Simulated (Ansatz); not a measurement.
# Structure types of ZnSe compared at 6.1 GPa

Structure types of ZnSe are relaxed in primitive cells with their symmetry kept at 6.1 GPa, on PAW files; LAPW relaxes the small cells further and takes the PAW cell for the others (marked *). The enthalpy is E + pV at zero temperature, without zero-point motion. Only the types listed were tried, and differences under about 5 meV/atom are mesh noise. The real phase may be another.

Computed with Ansatz 0.2.0; functional PBE, scalar-relativistic. Settings: Fermi–Dirac smearing of 0.05 eV, no spin polarisation. Methods: LAPW: all electrons, basis error target 0.5 meV/atom; PAW: frozen-core files, cutoff 420 eV.

k meshes: rocksalt 14×14×14, CsCl 14×14×14, zincblende 12×12×12, NiAs 10×10×6.

| start type | ends as | a, b, c (Å) | V (Å³/atom) | H − H(lowest), LAPW (meV/atom) |
| --- | --- | --- | --- | --- |
| rocksalt | rocksalt, Fm-3m | 5.239, 5.239, 5.239 | 17.97 | ? |
| CsCl | CsCl, Pm-3m | 3.266, 3.266, 3.266 | 17.42 | 676.7 |
| zincblende | zincblende, F-43m | 5.567, 5.567, 5.567 | 21.56 | 0.0 |
| NiAs* | NiAs, P6_3/mmc | 3.723, 3.723, 6.047 | 18.15 | ? |

Give the missing entry: row "NiAs*", column "H − H(lowest), LAPW (meV/atom)".

179.0.

Give the missing entry: row "rocksalt", column "H − H(lowest), LAPW (meV/atom)".

161.5.

Split the lead of zincblende over rocksalt into energy and pV.

For rocksalt less zincblende: ΔE = +298.1 meV/atom, and p·ΔV = 6.1 GPa × -3.5898 Å³ × 6.242 meV/(GPa·Å³) = -136.7 meV/atom, together 161.4 meV/atom. zincblende wins by its internal energy, though it is the less dense.

Would rocksalt gain on zincblende at higher pressure?

Yes: dH/dp = V, and its volume is smaller by 3.59 Å³/atom. Held constant, that would close the gap after about 7.2 GPa more, a rough figure, since the volume difference changes with pressure.
